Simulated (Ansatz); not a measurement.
## Bi2Se3 (Paraguanajuatite): equation of state with PBE

The system is Bi2Se3 (Paraguanajuatite).

```
Bi Se
1.0
     2.07150    1.19598    9.54533
    -2.07150    1.19598    9.54533
     0.00000   -2.39196    9.54533
Bi Se
2 3
Direct
  0.59920 0.59920 0.59920
  0.40080 0.40080 0.40080
  0.78830 0.78830 0.78830
  0.21170 0.21170 0.21170
  0.00000 0.00000 0.00000
```

| Quantity | Value |
| --- | --- |
| Program | Ansatz 0.2.0 |
| Task | equation of state |
| Functional | PBE |
| Potentials or basis | Ansatz PAW |
| Cutoff | 420 eV |
| Density cutoff | 1680 eV |
| k mesh | 8 × 8 × 8 |
| Occupations | fermi-dirac, width 0.05 eV |
| Spin | no spin polarisation |

The equilibrium volume is 29.57 Å³/atom. The bulk modulus at fixed shape and positions is 57 GPa and the pressure derivative of the bulk modulus is 4.5.

Energy against volume, from the lowest point:
| volume (Å³/atom) | energy (meV/atom) |
| --- | --- |
| 26.675 | 60.28 |
| 27.243 | 37.47 |
| 27.810 | 20.60 |
| 28.378 | 9.08 |
| 28.946 | 2.38 |
| 29.513 | 0.00 |
| 30.081 | 1.52 |

All runs of the series together: 99 s on 2 threads of Arm Neoverse V2 (shared host).

Caveat: the cell was scaled at fixed shape and fractional positions, which overstates the stiffness of a crystal with free parameters, most of all of layers and chains.
